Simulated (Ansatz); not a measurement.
# Mo: energies, forces and stress near the listed structure

How do energy, forces, pressure and gap of Mo change under moves of single atoms, random distortions, further strains and shifts, swapped elements, distortions that keep the symmetry, other functionals? Each case is one self-consistent run.

Computed with Ansatz 0.2.0 (DFT PBEsol, scalar-relativistic, plane waves, PAW, unless a step's input says otherwise).

1 further run of the same task is left out (set aside as unsound or not needed).

### 1 Starting point

Symmetry: Fm-3m, No. 225, cubic system. Conventional cell: a = 4.030 Å, b = 4.030 Å, c = 4.030 Å, α = 90.00°, β = 90.00°, γ = 90.00°. Around Mo (site symmetry m-3m) lie 12 Mo at 2.85 Å.

As a file:

```cif
data_structure
_symmetry_space_group_name_H-M 'Fm-3m'
_symmetry_Int_Tables_number 225
_cell_length_a 4.0300
_cell_length_b 4.0300
_cell_length_c 4.0300
_cell_angle_alpha 90.000
_cell_angle_beta 90.000
_cell_angle_gamma 90.000
_cell_volume 65.45
loop_
_atom_site_label
_atom_site_type_symbol
_atom_site_symmetry_multiplicity
_atom_site_Wyckoff_symbol
_atom_site_fract_x
_atom_site_fract_y
_atom_site_fract_z
_atom_site_occupancy
Mo1 Mo 4 a 0.00000 0.00000 0.00000 1
```

The structure comes from the Crystallography Open Database.

### 2 Substitution of an element, cell strained: Mo → Zr, first probe

The change: Zr takes all sites of Mo, and lengths are scaled by 1.082 as a first guess of the size; strain xx, yy, zz, yz, xz, xy = -3.7, -3.7, -3.7, +0.0, +0.0, +0.0 %.

Input file input.yaml:

```yaml
crystal:
  lattice:
    - [0.0, 2.09859832, 2.09859832]
    - [2.09859832, 0.0, 2.09859832]
    - [2.09859832, 2.09859832, 0.0]
  atoms:
    - { symbol: Zr, position: [0.0, 0.0, 0.0] }
basis:
  ecutwfc: 420
kpoints:
  mp_grid: { grid: [8, 8, 8] }
hamiltonian:
  xc: pbesol
scf:
  occupations: { method: gaussian, width: 0.1 }
output:
  forces: true
  stress: true
  eigenvalues: true
```

### 3 Substitution of an element, cell strained: Mo → Zr

input.yaml: that of step 2 with these lines changed.

```diff
@@ -10,3 +10,3 @@
 kpoints:
-  mp_grid: { grid: [8, 8, 8] }
+  mp_grid: { grid: [18, 18, 18] }
 hamiltonian:
@@ -19 +19,2 @@
   eigenvalues: true
+  populations: true
```

### 4 Substitution of an element, cell strained: Mo → Nb, first probe

Input file input.yaml:

```yaml
crystal:
  lattice:
    - [0.0, 2.0102686753, 2.0102686753]
    - [2.0102686753, 0.0, 2.0102686753]
    - [2.0102686753, 2.0102686753, 0.0]
  atoms:
    - { symbol: Nb, position: [0.0, 0.0, 0.0] }
basis:
  ecutwfc: 420
kpoints:
  mp_grid: { grid: [8, 8, 8] }
hamiltonian:
  xc: pbesol
scf:
  occupations: { method: gaussian, width: 0.1 }
output:
  forces: true
  stress: true
  eigenvalues: true
```

### 5 One element swapped, cell strained: Mo → Nb

input.yaml: that of step 4 with these lines changed.

```diff
@@ -10,3 +10,3 @@
 kpoints:
-  mp_grid: { grid: [8, 8, 8] }
+  mp_grid: { grid: [18, 18, 18] }
 hamiltonian:
@@ -19 +19,2 @@
   eigenvalues: true
+  populations: true
```

### 6 Another functional, on a distorted cell: r2SCAN

Input file input.yaml:

```yaml
crystal:
  lattice:
    - [0.0, 1.9873945, 1.9873945]
    - [1.9873945, 0.0, 1.9873945]
    - [1.9873945, 1.9873945, 0.0]
  atoms:
    - { symbol: Mo, position: [0.0, 0.0, 0.0] }
basis:
  ecutwfc: 500
kpoints:
  mp_grid: { grid: [18, 18, 18] }
hamiltonian:
  xc: r2scan
scf:
  occupations: { method: gaussian, width: 0.1 }
output:
  forces: true
  stress: true
  eigenvalues: true
```

### 7 A distortion of lower symmetry

Input file input.yaml:

```yaml
crystal:
  lattice:
    - [0.1209, 2.0427264, 1.98314285]
    - [2.2468459, 0.0, 2.10404285]
    - [2.1259459, 2.0427264, 0.1209]
  atoms:
    - { symbol: Mo, position: [0.0, 0.0, 0.0] }
basis:
  ecutwfc: 420
kpoints:
  mp_grid: { grid: [16, 16, 16] }
hamiltonian:
  xc: pbesol
scf:
  occupations: { method: gaussian, width: 0.1 }
output:
  forces: true
  stress: true
  eigenvalues: true
  populations: true
```

### 8 A distortion that keeps the symmetry

Input file input.yaml:

```yaml
crystal:
  lattice:
    - [0.0, 1.9379464, 1.9379464]
    - [1.9379464, 0.0, 1.9379464]
    - [1.9379464, 1.9379464, 0.0]
  atoms:
    - { symbol: Mo, position: [0.0, 0.0, 0.0] }
basis:
  ecutwfc: 420
kpoints:
  mp_grid: { grid: [18, 18, 18] }
hamiltonian:
  xc: pbesol
scf:
  occupations: { method: gaussian, width: 0.1 }
output:
  forces: true
  stress: true
  eigenvalues: true
```

### 9 A single atom displaced

Input file input.yaml:

```yaml
crystal:
  lattice:
    - [0.0, 2.015, 2.015]
    - [2.015, 0.0, 2.015]
    - [2.015, 2.015, 0.0]
  atoms:
    - { symbol: Mo, position: [0.0558312655, -0.0558312655, 0.0558312655] }
basis:
  ecutwfc: 420
kpoints:
  mp_grid: { grid: [16, 16, 16] }
hamiltonian:
  xc: pbesol
scf:
  occupations: { method: gaussian, width: 0.1 }
output:
  forces: true
  stress: true
  eigenvalues: true
```

### 10 A random distortion, cell strained

Input file input.yaml:

```yaml
crystal:
  lattice:
    - [0.03020485, 1.9236399, 2.00127785]
    - [1.97907255, 0.01803425, 2.01344845]
    - [1.9745388, 1.93127675, 0.022568]
  atoms:
    - { symbol: Mo, position: [0.0, 0.0, 0.0] }
basis:
  ecutwfc: 420
kpoints:
  mp_grid: { grid: [16, 16, 16] }
hamiltonian:
  xc: pbesol
scf:
  occupations: { method: gaussian, width: 0.1 }
output:
  forces: true
  stress: true
  eigenvalues: true
```

**Question.** What will these runs give? Wanted: for each run, case; energy; pressure; largest force.

The runs gave:

```
step                                                case  energy (meV/atom)  pressure (GPa)  largest force (eV/Å)  gap on the mesh (eV)
   3  substitution of an element, cell strained: Mo → Zr                n/a            23.9                  0.00                  0.00
   5         one element swapped, cell strained: Mo → Nb                n/a            23.3                  0.00                  0.00
   6     another functional, on a distorted cell: r2SCAN                n/a             2.4                  0.00                  0.00
   7                      a distortion of lower symmetry               +0.0           -19.6                  0.00                  0.00
   8                a distortion that keeps the symmetry             -23.2*            19.0                  0.00                  0.00
   9                             a single atom displaced              -44.0           -11.9                  0.00                  0.00
  10                  a random distortion, cell strained              -71.0             9.5                  0.00                  0.00
```

Energies are counted from step 7, with the smearing taken to zero; a star marks another k mesh, which can shift energies by itself, so starred rows don't rank against the others. Other atoms or functionals have another zero of energy (n/a). A gap of 0.00 means none on the mesh at this level.

In words: With one atom in the cell, moving it shifts the whole crystal, so no force arises from that. The pressure is 19.0 GPa in the smallest cell and -19.6 GPa in the largest; between them shape and moved atoms count too. The distorted cells of the listed formula and level show no gap on the mesh.
